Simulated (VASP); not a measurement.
**BN (measured structure), PBE single-point calculation: VASP's output and Ansatz's**

POSCAR

```
B  N
 1.0000000000000000
     2.5439493142340242    0.0000000000000000    0.0000000000000000
    -1.2719746571170121    2.2031247320666667   -0.0000000000000000
     0.0000000000000000   -0.0000000000000000    4.2078167784816056
 B   N
   2   2
Cartesian
  1.2719746571170119  0.7343749106888888  0.0008566025894533
 -0.0000000000000000  1.4687498213777777  2.1047649918302564
  1.2719746571170119  0.7343749106888888  1.5770746893411491
 -0.0000000000000000  1.4687498213777777  3.6809830785819524
```

VASP ran with the recommended PBE PAW datasets (16 valence electrons in the cell).

From OUTCAR

```
k-points           NKPTS =     76   k-points in BZ     NKDIM =     76   number of bands    NBANDS=     16

   NELECT =      16.0000    total number of electrons

   dimension x,y,z NGX =    20 NGY =   20 NGZ =   32
   dimension x,y,z NGXF=    40 NGYF=   40 NGZF=   64

  energy-cutoff  :      520.00
  volume of cell :       23.58
      direct lattice vectors                 reciprocal lattice vectors
     2.543949314  0.000000000  0.000000000     0.393089593  0.226950382  0.000000000
    -1.271974657  2.203124732  0.000000000     0.000000000  0.453900764  0.000000000
     0.000000000  0.000000000  4.207816778     0.000000000  0.000000000  0.237652933

 k-points in reciprocal lattice and weights: KPOINTS created by Atomic Simulation Env
   0.00000000  0.00000000  0.00000000       0.001
   0.08333333  0.00000000  0.00000000       0.007
   0.16666667  0.00000000  0.00000000       0.007
   0.25000000 -0.00000000  0.00000000       0.007
   0.33333333  0.00000000  0.00000000       0.007
   0.41666667 -0.00000000  0.00000000       0.007
   0.50000000 -0.00000000  0.00000000       0.003
   0.08333333  0.08333333  0.00000000       0.007
   ...

 E-fermi :   7.9806

 k-point     1 :       0.0000    0.0000    0.0000
  band No.  band energies     occupation
      1     -12.8455      2.00000
      2      -8.6822      2.00000
      3      -3.3541      2.00000
      4       5.4547      2.00000
      5       5.4547      2.00000
      6       7.3144      2.00000
      7       7.5827      2.00000
      8       7.5827      2.00000
      9      15.9671      0.00000
     10      15.9671      0.00000
     11      16.2012      0.00000
     12      17.1420      0.00000
     13      18.3977      0.00000
     14      19.5006      0.00000
     15      19.5006      0.00000
     16      23.8289      0.00000

 k-point     2 :       0.0833    0.0000    0.0000
  band No.  band energies     occupation
      1     -12.6940      2.00000
      2      -8.5661      2.00000
      3      -3.2041      2.00000
      4       4.7614      2.00000
      5       5.1711      2.00000
      6       7.0068      2.00000
      7       7.1670      2.00000
      8       7.4242      2.00000
      9      15.7221      0.00000
     10      16.2715      0.00000
     11      16.4575      0.00000
     12      17.6298      0.00000
     13      18.8838      0.00000
     14      19.5890      0.00000
     15      19.9425      0.00000
     16      23.5977      0.00000

 k-point     3 :       0.1667    0.0000    0.0000
  band No.  band energies     occupation
      1     -12.2445      2.00000
      2      -8.2336      2.00000
      3      -2.7597      2.00000
      4       3.0946      2.00000
      5       4.5059      2.00000
      6       5.5914      2.00000
      7       6.7155      2.00000
      8       6.9909      2.00000
      9      15.3139      0.00000
     10      16.8368      0.00000
     11      16.9930      0.00000
     12      18.4996      0.00000
     13      19.4166      0.00000
     14      20.5734      0.00000
     15      21.0925      0.00000
     16      22.9310      0.00000

 k-point     4 :       0.2500   -0.0000    0.0000
  band No.  band energies     occupation
      1     -11.5141      2.00000
      2      -7.7474      2.00000
      3      -2.0421      2.00000
      4       1.1206      2.00000
      5       3.7615      2.00000
      6       3.8209      2.00000
      7       5.9641      2.00000
      8       6.4343      2.00000
      9      14.8986      0.00000
     10      16.9828      0.00000
     11      17.6944      0.00000
     12      18.6042      0.00000
     13      19.9572      0.00000
     14      21.7208      0.00000
     15      22.5801      0.00000
     16      23.0317      0.00000

 k-point     5 :       0.3333    0.0000    0.0000
  band No.  band energies     occupation
      1     -10.5445      2.00000
      2      -7.2758      2.00000
      3      -1.1167      2.00000
      4      -0.6323      2.00000
      5       2.0504      2.00000
      6       3.1349      2.00000
      7       4.9423      2.00000
      8       5.9275      2.00000
      9      14.5673      0.00000
     10      16.4472      0.00000
     11      18.0772      0.00000
     12      19.0995      0.00000
     13      19.5574      0.00000
     14      22.8893      0.00000
     15      23.4152      0.00000
     16      24.0192      0.00000

 k-point     6 :       0.4167   -0.0000    0.0000
  band No.  band energies     occupation
      1      -9.4498      2.00000
      2      -7.1787      2.00000
      3      -1.7155      2.00000
      4      -0.1195      2.00000
      5       0.6290      2.00000
      6       2.7281      2.00000
      7       3.8120      2.00000
      8       5.5850      2.00000
      9      14.3688      0.00000
     10      15.8105      0.00000
     11      18.1914      0.00000
     12      19.2050      0.00000
     13      19.9570      0.00000
     14      22.6697      0.00000
     15      23.7757      0.00000
     16      25.0544      0.00000

 ...

  Total        0.7345526      0.7345526      0.7102273      0.0000000      0.0000000      0.0000000
  in kB       49.9032808     49.9032808     48.2506942      0.0000000      0.0000000      0.0000000
  external PRESSURE =      49.3524186 kB  Pullay stress =       0.0000000 kB

 POSITION                                       TOTAL-FORCE (eV/Angst)
 -----------------------------------------------------------------------------------
      1.27197      0.73437      0.00086         0.000000      0.000000      0.008806
      0.00000      1.46875      2.10476        -0.000000      0.000000      0.008806
      1.27197      0.73437      1.57707        -0.000000     -0.000000     -0.008806
      0.00000      1.46875      3.68098         0.000000      0.000000     -0.008806
 -----------------------------------------------------------------------------------
    total drift:                               -0.000000     -0.000000     -0.000186

  FREE ENERGIE OF THE ION-ELECTRON SYSTEM (eV)
  ---------------------------------------------------
  free  energy   TOTEN  =       -34.8275927981 eV

  energy  without entropy=      -34.8275927981  energy(sigma->0) =      -34.82759280
```

Datasets and cutoffs are each program's own. VASP's cell holds 16 valence electrons and Ansatz's 16. Ansatz's stress includes a Pulay correction; VASP's doesn't.

Question: What does Ansatz give for the same cell and level of theory?

Answer: gap between bands v and c 5.21 eV; least direct gap 8.30 eV; pressure 4.7 GPa.

Ansatz printed

```
SCF 1 converged in 6 iterations: F = -1084.478688 eV  dr2 = 6.08e-10
  greatest PAW one-centre occupation: 0.788 electrons in one spin orbital (limit 2), on the N atom at site 3 (counted from 0), in its partial waves of l = 0
NSCF: frozen V_eff on 7 k-points
SCF converged after 6 iterations
Free energy (F): -1084.478688 eV
Harris-Foulkes:  -1084.478688 eV  (|F-HF|=1.52e-9)
Internal energy: -1084.478688 eV  (E = F + TS)
E sigma→0 (E₀):  -1084.478688 eV
Fermi energy:    13.968533 eV
--- Per-component energies (eV) ---
  E_band       = 53.214045
  E_kinetic    = 371.606119
  E_local      = -352.146489  (includes V_loc(G=0)·N_el)
  E_nonlocal   = 113.251144
  E_hartree    = 99.017744
  E_xc         = -187.007027
  E_vxc        = -232.612536  (∫ρ·V_xc dr)
  E_paw        = -412.931444  (= ΣΔE_a)
  E_vpaw       = -44.919859  (= ΣTr[D̂ρ^β])
  E_aug_tail   = 0.000205  (compensation charges beyond the density's cutoff)
  E_ewald      = -716.268939
  E_smearing   = -0.000000  (= −TS)
  E_closure    = -0.000000  (closes the sum)
  Σ components = -1084.478688   (vs F -1084.478688, Δ=0.00e0)
--- Forces (eV/Å), atoms counted from 1 ---
  atom   1  B      0.00000000     0.00000000     0.00662760
  atom   2  B      0.00000000    -0.00000000     0.00662760
  atom   3  N      0.00000000    -0.00000000    -0.00662529
  atom   4  N     -0.00000000     0.00000000    -0.00662529
  max |Σ_I F_I| component: 4.63e-6 eV/Å
--- Stress (GPa, compression-positive) ---
        4.699319       0.000000      -0.000000
        0.000000       4.699319       0.000000
        0.000000       0.000000       4.589313
  P = ⅓ Tr σ = 4.6627 GPa (46.627 kbar)
--- Band table (eV; the first three rows and the last of 76) ---
  k-point 0: bands = ["-9.0637", "-4.8986", "0.4286", "9.2375", "9.2375", "11.0983", "11.3649", "11.3649", "19.7621", "19.7621", "19.9898", "20.9163", "22.1594"]
  k-point 1: bands = ["-8.8972", "-5.4676", "1.2922", "9.3550", "9.3550", "10.2011", "11.1882", "11.1882", "19.9618", "19.9618", "20.3562", "20.9118", "22.3798"]
  k-point 2: bands = ["-8.4034", "-6.5636", "3.2506", "8.1142", "9.6905", "9.6905", "10.7380", "10.7380", "20.5161", "20.5161", "20.7708", "20.9022", "22.2198"]
  k-point 75: bands = ["-3.5983", "-3.5983", "2.5192", "2.5192", "3.6189", "3.6189", "8.3275", "8.3275", "20.7146", "20.7146", "21.5723", "21.5723", "25.8234"]
```
